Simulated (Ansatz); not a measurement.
This B structure is the end of a relaxation. The cell was found from a structure generator's guess, not taken from experiment.

Method: DFT PBE, scalar-relativistic, plane waves, PAW (Ansatz 0.2.0). Cutoff 420 eV, Γ-centred mesh, Gaussian smearing, no spin polarisation.

```
B
1.0
     1.62456    0.00000    0.00000
     0.00000    2.86615    0.00000
     0.00000    0.00000    3.91440
B
2
Direct
  0.00000 0.50000 0.60926
  0.50000 0.00000 0.39074
```

Energies count from the standard state of B at the same level.

Task: Find its symmetry and describe it.

Result: Pmmn (No. 59). Conventional cell: a = 1.625 Å, b = 2.866 Å, c = 3.914 Å. Around B lie 2 B at 1.62 Å and 4 B at 1.86 Å.

Task: How far does it lie from the standard state of B?

Result: +0.48 eV/atom. It lies above the standard state, so it could only be metastable.

Task: Is it a metal?

Result: Yes, bands cross the Fermi level on the 34×20×14 mesh.

The last run used a 34×20×14 mesh (in the run's order of axes) for its 2-atom cell and Gaussian smearing of 0.10 eV. No dispersion correction is applied, so the spacing and binding between layers, chains or molecules are poorly described. This cell was reached by moving the atoms of another relaxed cell at random and relaxing again, last within the group found; it had no such test of its own. Another cell of B relaxed alike, in P1, lies 99 meV/atom lower, so this cell isn't the stable form at this level.
